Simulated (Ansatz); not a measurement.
Level of theory: DFT PBE, scalar-relativistic, plane waves, PAW in Ansatz 0.2.0. All cells share a 420 eV cutoff and Γ-centred k meshes spaced at most about 0.3 Å⁻¹ (about 0.25 or finer for metals, 2π included). No spin polarisation.

These are static total energies at zero pressure.

Compare these two cells of ZrH₅, each relaxed at this level.

1. Space group Cm (No. 8), monoclinic, a = 3.459 Å, b = 5.655 Å, c = 4.132 Å, β = 90.3°. Zr is surrounded by 12 H at 2.01–2.18 Å and 2 H at 2.62 Å; H on a site of symmetry 1 is surrounded by 1 H at 1.83 Å, 3 H at 1.96–1.99 Å, 3 Zr at 2.05–2.12 Å and 5 H at 2.26–2.37 Å; H on a site of symmetry m is surrounded by 2 Zr at 2.01–2.12 Å, 4 H at 2.03 Å, 6 H at 2.29–2.34 Å and 2 H at 2.53 Å; H on a second site of symmetry 1 is surrounded by 1 H at 0.96 Å, 1 H at 1.96 Å, 2 H at 2.03 Å, 2 Zr at 2.11–2.18 Å, 1 H at 2.26 Å, 1 H at 2.37 Å, 3 H at 2.53–2.55 Å, 1 H at 2.62 Å and 1 Zr at 2.62 Å.

2. Space group P6/mmm (No. 191), hexagonal, a = 3.280 Å, c = 4.116 Å. Around Zr lie 14 H at 2.06–2.12 Å; H on a site of symmetry 3m is surrounded by 4 H at 1.89–1.92 Å, 3 Zr at 2.12 Å and 4 H at 2.19–2.20 Å; around H on a site of symmetry 6/mmm lie 2 Zr at 2.06 Å and 12 H at 2.19 Å.

Question: Which form is favoured at zero pressure, and by what margin per atom?

Answer: Cell 2 is lower, by 6 meV/atom. Cell 1 has space group Cm (No. 8), 6.7 Å³/atom and no gap on its mesh; cell 2 has space group P6/mmm (No. 191), 6.4 Å³/atom and no gap. Counting H atoms around Zr (those within 1.25 times the shortest such distance or 1.15 times the sum of covalent radii), cell 1 has Zr 12 and cell 2 has Zr 14. The denser one is the lower, and pressure would at first widen the difference. Both come from invented guesses. The lowest form computed isn't among them: it has space group P-3m1 (No. 164), 13.0 Å³/atom and lies 130 meV/atom below the best shown.

For metals, differences of a few meV/atom aren't resolved. With hydrogen, zero-point motion can shift such differences by 10 meV/atom or more. Cells relaxed within their symmetry can be saddle points. Some structure types and database cells were kept out of the candidates from the start, so a known form may be missing.
